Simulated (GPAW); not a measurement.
# MgB2 in GPAW: the effect of strain hydrostatic

Crystal: MgB2.

```
Mg B
1.0
     2.96160    0.00000    0.00000
    -1.48080    2.56482    0.00000
     0.00000    0.00000    3.38208
Mg B
1 2
Direct
  0.00000 0.00000 0.00000
  0.66667 0.33333 0.50000
  0.33333 0.66667 0.50000
```

Alike in all runs:

| Quantity | Value |
| --- | --- |
| Program | GPAW 26.7.0 |
| Task | single point |
| Functional | PBEsol |
| Potentials or basis | PAW data sets generated in the run's folder for this functional |
| Cutoff | 800 eV |
| Basis | pw |
| k mesh | 10 × 10 × 8 |
| Occupations | fermi-dirac, width 0.05 eV |
| Spin | no spin polarisation |
| Maxiter | 150 |

```csv
strain hydrostatic,pressure (GPa)
-0.04,19.2
-0.02,6.8
-0.01,1.6
0,-3.1
0.01,-7.2
0.02,?
0.04,-16.8
```

Q: What does the run with strain hydrostatic 0.02 give?

A: Pressure -10.8 GPa.

Worked out: A parabola through the other rows of the pressure, of slope -341 GPa per unit of strain hydrostatic there, gives -11.0 GPa, against the run's -10.8.

Caveats: the density grid can change from cell to cell, which puts small steps into energies and stress.

Runs at the PBE level aren't shown here.
